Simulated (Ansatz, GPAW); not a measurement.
Given: the input of a run of GPAW 26.7.0 (ASE script) on SrO. 

The input run.py:

```python
from ase.dft.bandgap import bandgap
from ase.io import read, write
from ase.units import Bohr, GPa
from gpaw import GPAW, PW
from gpaw.elf import elf_from_dft_calculation

atoms = read('POSCAR')

calc = GPAW(mode=PW(800),
            xc='PBE',
            kpts={'size': (9, 9, 9), 'gamma': True},
            occupations={'name': 'methfessel-paxton', 'order': 0, 'width': 0.024},
            nbands=16,
            convergence={'density': 1e-05, 'energy': 1e-05},
            maxiter=150,
            txt='gpaw.txt')
atoms.calc = calc
energy = atoms.get_potential_energy()
forces = atoms.get_forces()
stress = atoms.get_stress()
calc.write('gs.gpw')
write('result.traj', atoms)
print(f'Energy: {energy:.6f} eV')
print('Forces (eV/A):')
print(forces.round(4))
print('Stress (GPa):', (stress / GPa).round(3))
print('Fermi level:', round(calc.get_fermi_level(), 4), 'eV')
print(f'Gap: {bandgap(calc)[0]:.4f} eV, direct: {bandgap(calc, direct=True)[0]:.4f} eV')

# fields on the real-space grid
write('density.cube', atoms, data=calc.get_pseudo_density() * Bohr**3)
write('potential.cube', atoms, data=calc.get_electrostatic_potential())
write('elf.cube', atoms, data=elf_from_dft_calculation(calc).data)
```

File POSCAR:

```
SrO
1.0
    0.0000000000      2.5663000000      2.5663000000
    2.5663000000      0.0000000000      2.5663000000
    2.5663000000      2.5663000000      0.0000000000
Sr O
1 1
Direct
    0.5000000000      0.5000000000      0.5000000000
    0.0000000000      0.0000000000      0.0000000000
```

Potentials or basis: GPAW PAW data sets (gpaw-data 1.2.1), pw.

Command:

```bash
$ OMP_NUM_THREADS=1 python run.py
```

Task: Translate it to Ansatz 0.2.0. Potentials or basis there: Ansatz PAW, cutoff 420 eV.

Result: As run (cutoffs and basis follow the program's own potentials, and thresholds, step limits or extra output files can differ):

Contents of input.yaml:

```yaml
crystal:
  lattice:
    - [0.0, 2.5663, 2.5663]
    - [2.5663, 0.0, 2.5663]
    - [2.5663, 2.5663, 0.0]
  atoms:
    - { symbol: Sr, position: [0.5, 0.5, 0.5] }
    - { symbol: O, position: [0.0, 0.0, 0.0] }
hamiltonian:
  xc: pbe
  pseudopotentials: { kind: paw }
kpoints:
  mp_grid: { grid: [9, 9, 9] }
scf:
  occupations: { method: gaussian, width: 0.024 }
output:
  forces: true
  stress: true
  eigenvalues: true
  write_density: true
  write_potential: true
  elf: true
  volumetric_format: npy
```

Potentials or basis: Ansatz PAW.

The run is started by

```bash
$ ansatz run input.yaml --threads 2 --pin off --max-ram 5632MiB --backend cpu --events-out ev --progress --plain --runs-dir out
```

Both were run:

|  | GPAW | Ansatz |
| --- | --- | --- |
| Pressure | 3.8 GPa | 3.3 GPa |

Ansatz's pressure holds a Pulay term of +0.37 GPa for its cutoff of 420 eV, which the other run lacks.

Where Ansatz's input types no cutoff or centring, it takes its own default and a Γ-centred mesh.

Pressure is positive in compression.
